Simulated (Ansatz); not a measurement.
The following input was run with Ansatz 0.2.0.

```yaml
crystal:
  lattice:
    - [3.8449580156, 0.10221827, -0.2398551506]
    - [-1.8339553893, 3.3809553647, 0.2398516327]
    - [-0.395962677, 0.2286024522, 6.1213190113]
  atoms:
    - { symbol: Ge, position: [0.6718063369, 0.3462266321, 0.0648933064] }
    - { symbol: Ge, position: [0.3155778867, 0.6663891444, 0.5639394683] }
    - { symbol: Ge, position: [0.6663891444, 0.3155778867, 0.4360605317] }
    - { symbol: Ge, position: [0.3462266321, 0.6718063369, 0.9351066936] }
basis:
  ecutwfc: 420
kpoints:
  mp_grid: { grid: [10, 10, 6] }
hamiltonian:
  xc: pbe
scf:
  occupations: { method: gaussian, width: 0.1 }
output:
  forces: true
  stress: true
  eigenvalues: true
  write_density: true
  write_potential: true
  elf: true
  volumetric_format: npy
```

Command:
```bash
ansatz run input.yaml --threads 1 --pin off --max-ram 1331MiB --backend cpu --events-out ev --progress --plain --runs-dir out
```

These are results of DFT PBE, scalar-relativistic, plane waves, PAW (Ansatz 0.2.0), not measurements.

From the run's log, abridged:

```
Warning: crystal.lattice misses the space group found at crystal.symmetry.tolerance 1.0e-5 in a digit that the deck types, which is why this is a warning: making the lattice exact moves one of its numbers by a whole unit of that number's last typed decimal, or more. ...
Pseudopotentials: kind: paw
Pseudopotential: Ge, paw, valence charge 14, recommended cutoff 420 eV (normal)
Functional definition: PBE
Crystal: 4 atoms, lattice volume = 80.281 Å³
Basis set: ecut = 420 eV, 1589 PW (Γ), exchange–correlation on 54×54×90 points (8 copies of the dense FFT grid, shifted against one another)
Bands: 34, of which v1, the nominal top of the filled ones, is band 28 counted from 1 (27 counted from 0)
Symmetry: 2 space group operations
Space group: C2 (ITA 5), of the structure as read, at distance tolerance 4.3e-5 Å
k-points: 172 of 600 (time reversal used)
Initial density: superposition of atomic densities (neutral atoms: chi_scale 0, normalization atom), corrected by the library's trained network
Initial wavefunctions: pseudopotential atomic-orbital guess
Functional: x = pbe(κ = 0.804, μ = 0.21951497), c = pbe(β = 0.06672455)
SCF iter   1: F=—  HF=-17178.420064 eV  |F-HF|=—  |Δ(HF+E_count)|=         —  Δρ=1.08e-3  dr2=1.14e-3  ethr=1.77e-3  ⟨swp⟩=5.5  Hψ=22289  notcnv=0  defer=1
SCF iter   2: F=—  HF=-17178.418796 eV  |F-HF|=—  |Δ(HF+E_count)|=   1.27e-3  Δρ=1.33e-3  dr2=8.06e-4  ethr=2.04e-6  ⟨swp⟩=2.0  Hψ=12049  notcnv=0  defer=1
SCF iter   3: F=—  HF=-17178.417901 eV  |F-HF|=—  |Δ(HF+E_count)|=   8.95e-4  Δρ=8.07e-5  dr2=5.73e-6  ethr=1.44e-6  ⟨swp⟩=2.0  Hψ=10426  notcnv=0  defer=1
SCF iter   4: F=—  HF=-17178.417893 eV  |F-HF|=—  |Δ(HF+E_count)|=   7.25e-6  Δρ=3.91e-5  dr2=1.79e-6  ethr=1.02e-8  ⟨swp⟩=2.0  Hψ=10430  notcnv=0  defer=1
SCF iter   5: F=—  HF=-17178.417893 eV  |F-HF|=—  |Δ(HF+E_count)|=   3.28e-7  Δρ=1.74e-5  dr2=2.42e-7  ethr=3.19e-9  ⟨swp⟩=2.0  Hψ=10427  notcnv=0  defer=1
SCF iter   6: F=-17178.417893 eV  HF=-17178.417893 eV  |F-HF|=1.24e-8  |Δ(HF+E_count)|=   1.32e-7  Δρ=4.37e-6  dr2=1.01e-8  ethr=1.79e-10  ⟨swp⟩=11.2  Hψ=43619  notcnv=0
SCF 1 converged in 6 iterations: F = -17178.417893 eV  dr2 = 1.01e-8
SCF converged after 6 iterations
Free energy (F): -17178.417893 eV
Harris-Foulkes:  -17178.417893 eV  (|F-HF|=1.24e-8)
Internal energy: -17178.415399 eV  (E = F + TS)
E sigma→0 (E₀):  -17178.416646 eV
Entropy (-TS):   -0.002494 eV (-0.624 meV/atom)
Fermi energy:    10.196615 eV
--- Per-component energies (eV) ---
  E_band       = -518.239689
  E_kinetic    = 454.517142
  E_local      = -9575.413977  (includes V_loc(G=0)·N_el)
  E_nonlocal   = 1677.573116
  E_hartree    = 4221.316596
  E_xc         = -306.449937
  E_vxc        = -264.018415  (∫ρ·V_xc dr)
  E_paw        = -8080.445064  (= ΣΔE_a)
  E_vpaw       = -1253.520582  (= ΣTr[D̂ρ^β])
  E_aug_tail   = 0.001148  (compensation charges beyond the density's cutoff)
  E_ewald      = -5569.514422
  E_smearing   = -0.002494  (= −TS)
--- Forces (eV/Å), atoms counted from 1 ---
  atom   1  Ge     3.01796342    -1.71255740    -0.88205940
  atom   2  Ge     1.22598195    -0.73768652    -1.12414397
  atom   3  Ge    -1.25184623     0.69288828     1.12414396
  atom   4  Ge    -2.99209968     1.75735470     0.88205940
--- Stress (GPa, compression-positive) ---
       15.845092      -4.064006       9.073590
       -4.064006      11.152387      -5.238643
        9.073590      -5.238643      27.335206
  P = ⅓ Tr σ = 18.1109 GPa (181.109 kbar)
--- Band table (eV; the first three rows and the last of 172) ---
  k-point 0: bands = ["-14.9696", "-14.8640", "-14.8418", "-14.8269", "-14.7883", "-14.7844", "-14.7659", "-14.7193", "-14.7020", "-14.6660", "-14.5693", "-14.5442", "-14.5209", "-14.5057", "-14.4681", "-14.4363", "-14.4289", "-14.4283", "-14.4103", "-14.3504", "-3.5665", "-0.6954", "1.8041", "7.9348", "8.4338", "9.9982", "10.0062", "10.5277", "11.0488", "11.1040", "11.7789", "12.5797", "13.9028", "15.0446"]
  k-point 1: bands = ["-14.9689", "-14.8693", "-14.8344", "-14.8242", "-14.7870", "-14.7848", "-14.7623", "-14.7288", "-14.6981", "-14.6759", "-14.5607", "-14.5437", "-14.5179", "-14.5066", "-14.4679", "-14.4390", "-14.4379", "-14.4285", "-14.4036", "-14.3511", "-3.4611", "-1.1551", "2.4632", "7.9923", "8.4753", "8.9414", "10.0727", "10.2842", "10.6874", "11.7065", "12.0288", "12.6926", "14.1960", "14.8298"]
  k-point 2: bands = ["-14.9676", "-14.8757", "-14.8243", "-14.8172", "-14.7887", "-14.7836", "-14.7495", "-14.7422", "-14.6992", "-14.6952", "-14.5438", "-14.5404", "-14.5144", "-14.5087", "-14.4672", "-14.4534", "-14.4412", "-14.4299", "-14.3961", "-14.3525", "-3.1469", "-1.9362", "3.8337", "7.2369", "8.1301", "8.5813", "9.8435", "9.9811", "10.6404", "11.7720", "12.4919", "12.8805", "14.3109", "14.6037"]
  k-point 171: bands = ["-14.9813", "-14.8544", "-14.8407", "-14.8192", "-14.8010", "-14.7696", "-14.7229", "-14.6882", "-14.6767", "-14.6389", "-14.5973", "-14.5727", "-14.5515", "-14.4863", "-14.4859", "-14.4608", "-14.4586", "-14.4214", "-14.4044", "-14.3275", "-1.1023", "0.2253", "1.4801", "2.4785", "6.7761", "6.9235", "7.2710", "8.1861", "10.2020", "10.9984", "11.9772", "13.6952", "16.5197", "16.7046"]
```

The calculation finished and met its thresholds.